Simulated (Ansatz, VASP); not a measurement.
**HfO2: VASP beside Ansatz**

```
CELL_PARAMETERS angstrom
0.00000 2.49356 2.49356
2.49356 0.00000 2.49356
2.49356 2.49356 0.00000
ATOMIC_POSITIONS crystal
Hf 0.00000 0.00000 0.00000
O 0.25000 0.25000 0.25000
O 0.75000 0.75000 0.75000
```

Change from the starting cell: strain -0.025 along x and y, -0.025 along z, atoms carried along.

Alike in both runs: task single point; functional PBEsol; k mesh 8 × 8 × 8; occupations gaussian, width 0.05 eV; no spin polarisation.

|  | VASP | Ansatz |
| --- | --- | --- |
| version | VASP 6.6.1 | Ansatz 0.2.0 |
| potentials or method | VASP PAW PBE potentials, release 64 (Hf_pv, O) | scalar-relativistic, plane waves, PAW |
| plane-wave cutoff (eV) | 520 | 420 |
| valence electrons in the cell | 22 | 38 |

VASP gave:

```
gap on the k mesh at the Fermi level (eV) : 3.80
least direct gap on the mesh (eV)         : 3.80
pressure (GPa)                            : 5.6
```

Problem. Estimate Ansatz's values.

Solution. gap on the k mesh at the Fermi level (eV): 3.76; least direct gap on the mesh (eV): 3.76; pressure (GPa): 9.6.

One of these differences is far larger than is usual between the two programs; its cause wasn't traced. The two sets of potentials don't hold the same shells in valence.

Caveats: the PAW data sets were made with another functional, which shifts forces and pressure a little (VASP); spin-orbit coupling is left out, which moves the levels of the heavy elements. A k mesh can miss the band edges.
